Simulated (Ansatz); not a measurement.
Wanted: the native input for an Ansatz 0.2.0 run.

| Quantity | Value |
| --- | --- |
| Task | relaxation of cell and atoms |
| Functional | PBEsol |
| Dispersion | D3(BJ) |
| Potentials or basis | Ansatz PAW |
| Cutoff | 420 eV (not typed: the program's choice for these potentials) |
| k mesh | 12 × 12 × 12 |
| Occupations | fermi-dirac, width 0.05 eV |
| Spin | collinear spin, ferromagnetic start |
| Starting moments | [2.0, 0.0] μB |

Crystal: CoO.

```
CELL_PARAMETERS angstrom
-1.50800 1.50800 2.10725
1.50800 -1.50800 2.10725
1.50800 1.50800 -2.10725
ATOMIC_POSITIONS crystal
Co 0.00000 0.00000 0.00000
O 0.50000 0.50000 0.00000
```

One way to write it, as run:

input.yaml

```yaml
crystal:
  lattice:
    - [-1.508, 1.508, 2.1072475377]
    - [1.508, -1.508, 2.1072475377]
    - [1.508, 1.508, -2.1072475377]
  atoms:
    - { symbol: Co, position: [0.0, 0.0, 0.0], spin: 2.0 }
    - { symbol: O, position: [0.5, 0.5, 0.0] }
hamiltonian:
  xc: pbesol
  pseudopotentials: { kind: paw }
  dispersion: d3bj
magnetization:
  spin_polarized: true
kpoints:
  mp_grid: { grid: [12, 12, 12] }
scf:
  occupations: { method: fermi_dirac, width: 0.05 }
output:
  forces: true
  stress: true
  eigenvalues: true
relax:
  f_tol: 0.01
  max_steps: 40
  cell: { stress_tol: 0.05 }
```

Potentials or basis: Ansatz PAW.

Run with:

```console
$ ansatz run input.yaml --threads 2 --pin off --max-ram 5632MiB --backend cpu --events-out ev --progress --plain --runs-dir out
```

Results of the run:

- Relaxed volume: 9.61 Å³/atom
- Relaxed cell: a = 3.006 Å, b = 3.006 Å, c = 3.006 Å, α = 119.97°, β = 119.97°, γ = 90.05°
- Space group after relaxing (to 0.05 Å): Fm-3m (No. 225)
- Energy gained by relaxing: 2.3 meV/atom
- Ionic steps: 14
- Pressure after relaxing: 0.0 GPa
- Band gap on the k mesh: none (metal or under the smearing width)
- Net moment: 2.95 μB per cell
- Absolute moment: 2.97 μB per cell
- Site moments: Co +2.50; O +0.34 μB

Caveat: the plane-wave basis is chosen anew once the cell has moved, so the energies of steps on either side of that aren't comparable; the pressure holds a Pulay correction of +0.8 GPa for the finite cutoff; a cell with one magnetic atom can't hold antiferromagnetic order, which such compounds often take; semilocal functionals often make such compounds metallic where correlation or magnetic order opens a gap, which also shifts bond lengths; pairwise dispersion overbinds metals, which lowers pressure and volume; the PAW data sets come from PBE, with cores solved anew for the run's functional, which leaves a small shift of forces and pressure.

It took 2.6 min on 2 threads of AMD EPYC 7571, with other jobs on the host, peak memory 0.45 GiB.
